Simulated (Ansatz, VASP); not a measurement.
## Al2Cu in VASP and in Ansatz

```
CELL_PARAMETERS angstrom
-3.02619 3.02619 2.44162
3.02619 -3.02619 2.44162
3.02619 3.02619 -2.44162
ATOMIC_POSITIONS crystal
Al 0.15872 0.65872 0.81744
Al 0.65872 0.84128 0.50000
Al 0.84128 0.34128 0.18256
Al 0.34128 0.15872 0.50000
Cu 0.75000 0.75000 0.00000
Cu 0.25000 0.25000 0.00000
```

Alike in both runs: functional PBE; k mesh 10 × 10 × 10; occupations gaussian, width 0.1 eV; no spin polarisation.

Ansatz relaxed the structure, and its values are those at the end. VASP's run is a single point on that final structure, the one shown.

|  | VASP | Ansatz |
| --- | --- | --- |
| version | VASP 6.6.1 | Ansatz 0.2.0 |
| potentials or method | VASP PAW PBE potentials, release 64 (Al, Cu) | scalar-relativistic, plane waves, PAW |
| plane-wave cutoff (eV) | 520 | 420 |
| valence electrons in the cell | 34 | 50 |

Ansatz gave:

| Quantity | Value |
| --- | --- |
| gap on the k mesh at the Fermi level (eV) | none |
| pressure (GPa) | 0.0 |

**Question.** Estimate VASP's values.

**Answer.** gap on the k mesh at the Fermi level (eV): none; pressure (GPa): 0.2.

A gap of «none» marks a metal or a gap that the smearing closes. The functional is the same, so the differences come from potentials, cutoffs and numerics. The two sets of potentials don't hold the same shells in valence.
